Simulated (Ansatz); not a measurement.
# Hf (fcc type): how the settings move a single-point run

How sensitive is a single-point run of Hf (fcc type) to its settings? A reference run comes first, then one run with altered input.

Computed with Ansatz 0.2.0 (reference: DFT, PBE, all-electron LAPW, scalar-relativistic, unless a step's input says otherwise).

### 1 The structure to begin with

It takes space group Fm-3m (No. 225, cubic). The conventional cell has a = 4.447 Å, b = 4.447 Å, c = 4.447 Å, α = 90.00°, β = 90.00°, γ = 90.00°. Hf (site symmetry m-3m) is surrounded by 12 Hf at 3.14 Å.

As a file:

```xyz
1
Lattice="0.0000 2.2236 2.2236 2.2236 0.0000 2.2236 2.2236 2.2236 0.0000" Properties=species:S:1:pos:R:3 pbc="T T T"
Hf    0.0000    0.0000    0.0000
```

### 2 Reference

input.yaml

```yaml
crystal:
  lattice:
    - [0.0, 2.2235570997, 2.2235570997]
    - [2.2235570997, 0.0, 2.2235570997]
    - [2.2235570997, 2.2235570997, 0.0]
  atoms:
    - { symbol: Hf, position: [0.0, 0.0, 0.0] }
kpoints:
  mp_grid: { grid: [13, 13, 13] }
scf:
  occupations: { method: fermi_dirac, width: 0.05 }
hamiltonian:
  xc: pbe
  pseudopotentials: { kind: all_electron, lapw: { basis_error: 0.00025 } }
output:
  forces: true
  stress: true
  eigenvalues: true
```

Run with:

```console
ansatz run input.yaml --threads 1 --pin off --max-ram 2048MiB --backend cpu --events-out ev --progress --plain --runs-dir out
```

### 3 Variant: n_extra_bands 32

input.yaml: that of step 2 with these lines changed.

```diff
@@ -11,2 +11,3 @@
   occupations: { method: fermi_dirac, width: 0.05 }
+  n_extra_bands: 32
 hamiltonian:
```

What does the calculation give? Wanted: for each run, ending; energy change; pressure; gap; force.

As calculated:

```tsv
run	ending	energy change	pressure (GPa)	gap (eV)	force (eV/Å)	cycles	time
reference	converged	0	2.8	0.00	0.00	8	14 s
1: n_extra_bands 32	converged	0.0 meV/atom	2.8	0.00	0.00	8	30 s
```

Residual by cycle in the longest SCF loop of each run; runs are numbered as in the table. The quantity is the density residual dr2, in eV.

```tsv
cycle	reference	run 1
1	0.0544	0.0544
2	0.0203	0.0203
3	0.0121	0.0121
4	0.0042	0.0042
5	4.5e-4	4.5e-4
6	2.3e-5	2.3e-5
7	1.2e-6	1.2e-6
8	3.2e-8	3.2e-8
```

Same state: the changed band count leaves the energy within 0.5 meV/atom. Cost: 30 s against 14 s.
